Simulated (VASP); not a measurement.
# AgCl (Chlorargyrite) (Fm-3m) in VASP: settings compared

The runs below take AgCl (Chlorargyrite) through single point, with LDA, r2SCAN.

Program: VASP 6.6.1. These are calculated values, not measurements. Logs are shortened: lines on timing, memory, paths and dates and some standing lists are left out, and cuts for length are marked.

**What was measured.**

A printed reference work, data compilation reports, for a bulk crystal of AgCl: band gap 3.249 eV (indirect).

The runs below are set against these values where they give the same quantity.

## Step 1: The cell of the first run

Symmetry: Fm-3m, No. 225, cubic system. The conventional cell has a = 5.577 Å, b = 5.577 Å, c = 5.577 Å, α = 90.00°, β = 90.00°, γ = 90.00°. Within 3.7 Å of Ag (site symmetry m-3m) lie 6 Cl at 2.79 Å. Cl (site symmetry m-3m) has 6 Ag at 2.79 Å within 3.7 Å.

## Step 2: Single point, LDA

Input file INCAR:

```
PREC = Accurate ; ENCUT = 520
EDIFF = 1E-7 ; ISMEAR = -1
SIGMA = 0.05 ; LREAL = F
LASPH = T ; NELM = 60
ALGO = Normal ; ISIF = 2
LWAVE = F ; LCHARG = F
GGA = CA ; NBANDS = 16
```

Input file KPOINTS:

```
Automatic mesh
0
Gamma
  8 8 8
```

Input file POSCAR:

```
AgCl
1.0
    0.0000000000      2.7886410693      2.7886410693
    2.7886410693      0.0000000000      2.7886410693
    2.7886410693      2.7886410693      0.0000000000
Ag Cl
1 1
Direct
    0.0000000000      0.0000000000      0.0000000000
    0.5000000000      0.5000000000      0.5000000000
```

Potentials or basis: VASP PAW LDA potentials, release 64 (Ag, Cl).

Launch:

```sh
$ cat potpaw_LDA.64/Ag/POTCAR potpaw_LDA.64/Cl/POTCAR > POTCAR
$ mpirun -np 1 vasp_std > vasp.out
```

OUTCAR:

```text
PREC = Accurate
   ENCUT = 520
   EDIFF = 1E-7
   ISMEAR = -1
   LREAL = F
   LASPH = T
   NELM = 60
   ISIF = 2
   GGA = CA

 ion  position               nearest neighbor table
   1  0.000  0.000  0.000-   2 2.79   2 2.79   2 2.79   2 2.79   2 2.79   2 2.79
   2  0.500  0.500  0.500-   1 2.79   1 2.79   1 2.79   1 2.79   1 2.79   1 2.79

  LATTYP: Found a face centered cubic cell.
 ALAT       =     5.5772821386

  Lattice vectors:

 A1 = (   0.0000000000,   2.7886410693,   2.7886410693)
 A2 = (   2.7886410693,   0.0000000000,   2.7886410693)
 A3 = (   2.7886410693,   2.7886410693,   0.0000000000)

Analysis of symmetry for initial positions (statically):
=====================================================================
 Subroutine PRICEL returns:
 Original cell was already a primitive cell.

 Routine SETGRP: Setting up the symmetry group for a
 face centered cubic supercell.

 Subroutine GETGRP returns: Found 48 space group operations
 (whereof 48 operations were pure point group operations)
 out of a pool of 48 trial point group operations.

The static configuration has the point symmetry O_h .

Analysis of symmetry for dynamics (positions and initial velocities):
=====================================================================
 Subroutine PRICEL returns:
 Original cell was already a primitive cell.

 Routine SETGRP: Setting up the symmetry group for a
 face centered cubic supercell.

 Subroutine GETGRP returns: Found 48 space group operations
 (whereof 48 operations were pure point group operations)
 out of a pool of 48 trial point group operations.

The dynamic configuration has the point symmetry O_h .

 Subroutine INISYM returns: Found 48 space group operations
 (whereof 48 operations are pure point group operations),
 and found     1 'primitive' translations

----------------------------------------------------------------------------------------

                                     Primitive cell

  volume of cell :      43.3718

  direct lattice vectors                    reciprocal lattice vectors
     0.000000000  2.788641069  2.788641069    -0.179298801  0.179298801  0.179298801
     2.788641069  0.000000000  2.788641069     0.179298801 -0.179298801  0.179298801
     2.788641069  2.788641069  0.000000000     0.179298801  0.179298801 -0.179298801

  length of vectors
     3.943734021  3.943734021  3.943734021     0.310554633  0.310554633  0.310554633

  position of ions in fractional coordinates (direct lattice)
     0.000000000  0.000000000  0.000000000
     0.500000000  0.500000000  0.500000000

  ion indices of the primitive-cell ions
   primitive index   ion index
                 1           1
                 2           2

----------------------------------------------------------------------------------------

 KPOINTS: Automatic mesh

Automatic generation of k-mesh.
 Grid dimensions read from file:
 generate k-points for:    8    8    8

 Generating k-lattice:

  Cartesian coordinates                     Fractional coordinates (reciprocal lattice)
    -0.022412350  0.022412350  0.022412350     0.125000000  0.000000000  0.000000000
     0.022412350 -0.022412350  0.022412350     0.000000000  0.125000000  0.000000000
     0.022412350  0.022412350 -0.022412350     0.000000000  0.000000000  0.125000000

  Length of vectors
     0.038819329  0.038819329  0.038819329

  Shift w.r.t. Gamma in fractional coordinates (k-lattice)
     0.000000000  0.000000000  0.000000000

 Subroutine IBZKPT returns following result:
 ===========================================

 Found     29 irreducible k-points:

 Following reciprocal coordinates:
            Coordinates               Weight
  0.000000  0.000000  0.000000      1.000000
  0.125000  0.000000  0.000000      8.000000
  0.250000  0.000000  0.000000      8.000000
  0.375000  0.000000  0.000000      8.000000
  0.500000  0.000000  0.000000      4.000000
  0.125000  0.125000  0.000000      6.000000
[... 16 lines left out ...]
  0.500000  0.250000  0.125000     48.000000
 -0.375000  0.250000  0.125000     24.000000
 [... further k-points ...]
   k-points           NKPTS =     29   k-points in BZ     NKDIM =     29   number of bands    NBANDS=     16
   number of dos      NEDOS =    301   number of ions     NIONS =      2
   total plane-waves  NPLWV =  27000
   dimension x,y,z NGX =    30 NGY =   30 NGZ =   30
   dimension x,y,z NGXF=    60 NGYF=   60 NGZF=   60
   ions per type =               1   1
   NGX,Y,Z   is equivalent  to a cutoff of  12.65, 12.65, 12.65 a.u.
   NGXF,Y,Z  is equivalent  to a cutoff of  25.29, 25.29, 25.29 a.u.
 SYSTEM =  unknown system
   PREC   = accura    normal or accurate (medium, high low for compatibility)
   ISTART =      0    job   : 0-new  1-cont  2-samecut
   ICHARG =      2    charge: 1-file 2-atom 10-const
   ISPIN  =      1    spin polarized calculation?
   LNONCOLLINEAR =      F non collinear calculations
   LSORBIT =      F    spin-orbit coupling
   LASPH  =      T    aspherical Exc in radial PAW
   ENCUT  =  520.0 eV  38.22 Ry    6.18 a.u.   7.33  7.33  7.33*2*pi/ulx,y,z
   NELM   =     60;   NELMIN=  2; NELMDL= -5     # of ELM steps
   EDIFF  = 0.1E-06   stopping-criterion for ELM
   LREAL  =      F    real-space projection
   EDIFFG = 0.1E-05   stopping-criterion for IOM
   NSW    =      0    number of steps for IOM
   IBRION =     -1    ionic relax: 0-MD 1-quasi-New 2-CG
   NFREE  =      0    steps in history (QN), initial steepest desc. (CG)
   ISIF   =      2    stress and relaxation
   ISYM   =      2    0-nonsym 1-usesym 2-fastsym
   POTIM  = 0.5000    time-step for ionic-motion
   TEBEG  =    0.0;   TEEND  =   0.0 temperature during run
   PSTRESS=    0.0 pullay stress
   NELECT =      18.0000    total number of electrons
   NUPDOWN=      -1.0000    fix difference up-down
   EMIN   =  10.00;   EMAX   =-10.00  energy-range for DOS
   EFERMI =   0.00;   METHOD = LEGACY
   ISMEAR =    -1;   SIGMA  =   0.05  broadening in eV -4-tet -1-fermi 0-gaus
   EFERMI_NEDOS =   21; number of points for ismear=-14 and -15
   IALGO  =     38    algorithm
   IMIX   =      4    mixing-type and parameters
     AMIX     =   0.40;   BMIX     =  1.00
     AMIX_MAG =   1.60;   BMIX_MAG =  1.00
  volume/ion in A,a.u.               =      21.69       146.34
  Fermi-wavevector in a.u.,A,eV,Ry     =   1.221133  2.307607 20.288550  1.491166
  Thomas-Fermi vector in A             =   2.356326
   LORBIT       =      0    0 simple, 1 ext, 2 COOP (PROOUT), +10 PAW based schemes
   GGA     = CA    functional components
   LHFCALC =     F    Hartree Fock is set to
   AEXX    =    0.0000 exact exchange contribution
   IVDW    =     0    specifies the selected vdW correction
   LEPSILON=     F    determine dielectric tensor
   LRPA    =     F    only Hartree local field effects (RPA)
 non-spin polarized calculation
  energy-cutoff  :      520.00
  volume of cell :       43.37
 maximum number of plane-waves:      1211
 NGX is ok and might be reduce to    30
   NGX = 15   NGY = 15   NGZ = 15

 number of electron      18.0000001 magnetization

 Free energy of the ion-electron system (eV)
  ---------------------------------------------------
  ext. energy  EPLUGINS =         0.00000000
  ---------------------------------------------------
  free energy    TOTEN  =        -6.68593173 eV

  energy without entropy =       -6.68590894  energy(sigma->0) =       -6.68592033

 E-fermi :   3.7659     XC(G=0): -10.3561

 val. band max:        3.3652800407   @ k =   0.5000   0.0000   0.0000
 cond. band min:       4.0102783544   @ k =   0.0000   0.0000   0.0000
 fundamental gap:      0.6449983137
 Fermi energy:         3.7659151435

 k-point     1 :       0.0000    0.0000    0.0000
  band No.  band energies     occupation
      1     -11.5700      2.00000
      2       0.9115      2.00000
      3       0.9115      2.00000
      4       0.9115      2.00000
      5       0.9486      2.00000
      6       0.9486      2.00000
[... 8 lines left out ...]
     15      16.2648      0.00000
     16      16.2648      0.00000

 k-point     2 :       0.1250    0.0000    0.0000
  band No.  band energies     occupation
      1     -11.5100      2.00000
      2       0.2573      2.00000
      3       0.3150      2.00000
      4       0.3150      2.00000
      5       0.9654      2.00000
      6       0.9654      2.00000
[... 8 lines left out ...]
     15      15.2120      0.00000
     16      15.7418      0.00000

 k-point     3 :       0.2500    0.0000    0.0000
  band No.  band energies     occupation
      1     -11.3590      2.00000
      2      -0.7729      2.00000
      3      -0.2481      2.00000
      4      -0.2481      2.00000
      5       1.0902      2.00000
      6       1.0902      2.00000
[... 8 lines left out ...]
     15      15.5251      0.00000
     16      15.6251      0.00000

 k-point     4 :       0.3750    0.0000    0.0000
  band No.  band energies     occupation
      1     -11.1983      2.00000
      2      -1.5478      2.00000
      3      -0.6076      2.00000
      4      -0.6076      2.00000
      5       1.2203      2.00000
      6       1.2203      2.00000
[... 8 lines left out ...]
     15      16.4213      0.00000
     16      16.4213      0.00000

 k-point     5 :       0.5000    0.0000    0.0000
  band No.  band energies     occupation
      1     -11.1285      2.00000
      2      -1.8320      2.00000
      3      -0.7309      2.00000
      4      -0.7309      2.00000
      5       1.2757      2.00000
      6       1.2757      2.00000
[... 8 lines left out ...]
     15      17.0414      0.00000
     16      17.0414      0.00000

 k-point     6 :       0.1250    0.1250    0.0000
  band No.  band energies     occupation
      1     -11.4922      2.00000
      2      -0.2227      2.00000
      3       0.6006      2.00000
      4       0.6006      2.00000
      5       0.8629      2.00000
      6       0.9757      2.00000
[... 8 lines left out ...]
     15      17.1350      0.00000
     16      17.2363      0.00000

 k-point     7 :       0.2500    0.1250    0.0000
  band No.  band energies     occupation
      1     -11.3771      2.00000
      2      -0.7912      2.00000
      3       0.0519      2.00000
      4       0.1258      2.00000
      5       0.9314      2.00000
      6       1.1080      2.00000
[... 8 lines left out ...]
     15      16.7004      0.00000
     16      17.0753      0.00000

 k-point     8 :       0.3750    0.1250    0.0000
  band No.  band energies     occupation
      1     -11.2250      2.00000
      2      -1.3179      2.00000
      3      -0.5171      2.00000
      4      -0.3568      2.00000
      5       1.0752      2.00000
      6       1.2440      2.00000
[... 8 lines left out ...]
     15      17.0554      0.00000
     16      17.1017      0.00000

 k-point     9 :       0.5000    0.1250    0.0000
  band No.  band energies     occupation
      1     -11.1263      2.00000
      2      -1.6539      2.00000
      3      -0.7183      2.00000
      4      -0.6408      2.00000
      5       1.2151      2.00000
      6       1.2900      2.00000
[... 8 lines left out ...]
     15      17.1976      0.00000
     16      17.7680      0.00000
[... 172 lines left out ...]
 k-point    19 :       0.5000    0.3750    0.0000
  band No.  band energies     occupation
      1     -11.1135      2.00000
      2      -0.9534      2.00000
      3      -0.1232      2.00000
      4       0.0424      2.00000
      5       0.8304      2.00000
      6       1.3519      2.00000
[... 8 lines left out ...]
     15      18.2066      0.00000
     16      18.7339      0.00000

 k-point    20 :      -0.3750    0.3750    0.0000
  band No.  band energies     occupation
      1     -11.0868      2.00000
      2      -0.7979      2.00000
      3      -0.7490      2.00000
      4      -0.3576      2.00000
      5       1.0444      2.00000
      6       1.3360      2.00000
[... 8 lines left out ...]
     15      17.0188      0.00000
     16      19.1616      0.00000

 k-point    21 :       0.5000    0.5000    0.0000
  band No.  band energies     occupation
      1     -11.1105      2.00000
      2      -0.8952      2.00000
      3       0.3875      2.00000
      4       0.3875      2.00000
      5       0.5845      2.00000
      6       1.1360      2.00000
[... 8 lines left out ...]
     15      18.5416      0.00000
     16      18.5417      0.00000

 k-point    22 :       0.3750    0.2500    0.1250
  band No.  band energies     occupation
      1     -11.2665      2.00000
      2      -1.1414      2.00000
      3      -0.3283      2.00000
      4       0.0346      2.00000
      5       1.0068      2.00000
      6       1.2023      2.00000
[... 8 lines left out ...]
     15      17.4241      0.00000
     16      18.4227      0.00000

 k-point    23 :       0.5000    0.2500    0.1250
  band No.  band energies     occupation
      1     -11.1516      2.00000
      2      -1.3498      2.00000
      3      -0.6156      2.00000
      4      -0.3621      2.00000
      5       1.1232      2.00000
      6       1.2822      2.00000
[... 8 lines left out ...]
     15      17.6281      0.00000
     16      18.2845      0.00000

 k-point    24 :      -0.3750    0.2500    0.1250
  band No.  band energies     occupation
      1     -11.1027      2.00000
      2      -1.4130      2.00000
      3      -0.6622      2.00000
      4      -0.6161      2.00000
      5       1.2097      2.00000
      6       1.2782      2.00000
[... 8 lines left out ...]
     15      16.6713      0.00000
     16      18.1830      0.00000

 [... further k-points ...]
[... 5 lines left out ...]
  --------------------------------------------------------------------------------------
  -------------------------------------------------------------------------------------
  Total       -1.6755116     -1.6755116     -1.6755116      0.0000000      0.0000000      0.0000000
  in kB      -61.8942304    -61.8942304    -61.8942304      0.0000000      0.0000000      0.0000000
  external PRESSURE =     -61.8942304 kB  Pullay stress =       0.0000000 kB

 VOLUME and BASIS-vectors are now :
 -----------------------------------------------------------------------------
  energy-cutoff  :      520.00
  volume of cell :       43.37
      direct lattice vectors                 reciprocal lattice vectors
     0.000000000  2.788641069  2.788641069    -0.179298801  0.179298801  0.179298801
     2.788641069  0.000000000  2.788641069     0.179298801 -0.179298801  0.179298801
     2.788641069  2.788641069  0.000000000     0.179298801  0.179298801 -0.179298801

 POSITION                                       TOTAL-FORCE (eV/Angst)
 -----------------------------------------------------------------------------------
      0.00000      0.00000      0.00000         0.000000      0.000000      0.000000
      2.78864      2.78864      2.78864         0.000000      0.000000     -0.000000
 -----------------------------------------------------------------------------------
    total drift:                               -0.000000      0.000000      0.000000

  FREE ENERGIE OF THE ION-ELECTRON SYSTEM (eV)
  ---------------------------------------------------
  free  energy   TOTEN  =        -6.6859317253 eV

  energy  without entropy=       -6.6859089387  energy(sigma->0) =       -6.68592033
```

It used 41 s of CPU time on 1 thread of AMD EPYC 7R13 Processor (Zen 3), on a shared host.

What came out:

```
Free energy            : -6.6859 eV
Pressure               : -6.2 GPa
Band gap on the k mesh : 0.65 eV, indirect (least direct gap 2.88 eV)
```

Levels at points of the mesh, in eV from the valence-band top:
| k point | band 6 | band 7 | band 8 | band 9 | band 10 | band 11 | band 12 | band 13 |
| --- | --- | --- | --- | --- | --- | --- | --- | --- |
| (0.00, 0.00, 0.00) | -2.42 | -2.24 | -2.24 | -2.24 | 0.65 | 10.74 | 10.74 | 10.74 |
| (0.50, 0.00, 0.00) | -2.09 | -1.78 | 0.00 | 0.00 | 4.01 | 6.25 | 7.48 | 7.48 |
| (0.50, 0.50, 0.00) | -2.23 | -1.97 | -1.97 | -1.90 | 2.15 | 7.87 | 8.33 | 11.14 |

## Step 3: Single point, r2SCAN

This run uses another cell than the first one, of 19.23 Å³/atom, 0.887 times its volume.

Input file POSCAR:

```
AgCl
1.0
    0.0000000000      2.6791680073      2.6791680073
    2.6791680073      0.0000000000      2.6791680073
    2.6791680073      2.6791680073      0.0000000000
Ag Cl
1 1
Direct
    0.0000000000      0.0000000000      0.0000000000
    0.5000000000      0.5000000000      0.5000000000
```

Input file INCAR.step1:

```
PREC     = Accurate       # precision mode
ENCUT    = 520            # plane-wave cutoff, eV
ISMEAR   = -1             # smearing method
SIGMA    = 0.05           # smearing width, eV
LREAL    = False          # projectors in reciprocal space
LASPH    = True           # aspherical terms in the spheres
NELM     = 100            # most SCF steps
NBANDS   = 16             # bands
GGA      = PE             # functional
ALGO     = Normal         # electronic algorithm
EDIFF    = 1E-4           # SCF threshold, eV
LWAVE    = True           # write WAVECAR
LCHARG   = False          # write CHGCAR
```

Input file INCAR.step2:

```
PREC     = Accurate       # precision mode
ENCUT    = 520            # plane-wave cutoff, eV
EDIFF    = 1E-7           # SCF threshold, eV
ISMEAR   = -1             # smearing method
SIGMA    = 0.05           # smearing width, eV
LREAL    = False          # projectors in reciprocal space
LASPH    = True           # aspherical terms in the spheres
NELM     = 100            # most SCF steps
ALGO     = Normal         # electronic algorithm
ISIF     = 2              # what is computed and relaxed
LWAVE    = False          # write WAVECAR
LCHARG   = True           # write CHGCAR
METAGGA  = R2SCAN         # meta-GGA
LMIXTAU  = True         
LELF     = True           # ELF
LVHAR    = True         
NBANDS   = 16             # bands
ISTART   = 1
```

Input file KPOINTS:

```
regular mesh
0
Gamma
  8 8 8
```

Potentials or basis: VASP PAW PBE potentials, release 64 (Ag, Cl).

Launch:

```sh
$ cat potpaw_PBE.64/Ag/POTCAR potpaw_PBE.64/Cl/POTCAR > POTCAR
$ cp INCAR.step1 INCAR
$ mpirun -np 1 vasp_std > vasp.out
$ cp INCAR.step2 INCAR
$ mpirun -np 1 vasp_std > vasp.out
```

It used 110 s of CPU time on 1 thread of AMD EPYC 7R13 Processor (Zen 3) (shared host).

The run converged. Its results:

| Quantity | Value |
| --- | --- |
| Free energy | -28.5635 eV |
| Pressure | 6.7 GPa |
| Band gap on the k mesh | 1.45 eV, indirect (least direct gap 4.11 eV) |

Levels at points of the mesh, in eV from the valence-band top:
| k point | band 7 | band 8 | band 9 | band 10 | band 11 | band 12 |
| --- | --- | --- | --- | --- | --- | --- |
| (0.00, 0.00, 0.00) | -2.91 | -2.86 | -2.86 | 1.45 | 11.29 | 11.29 |
| (0.50, 0.00, 0.00) | -2.06 | 0.00 | 0.00 | 4.42 | 7.79 | 8.05 |
| (0.50, 0.50, 0.00) | -2.29 | -2.29 | -2.09 | 2.73 | 8.21 | 9.64 |

Caveat: the PAW data sets were made with another functional, which shifts forces and pressure a little. r2SCAN opens gaps a little over a GGA but as a rule still falls short of measured ones.

(Part 1 of 2 ends here.)
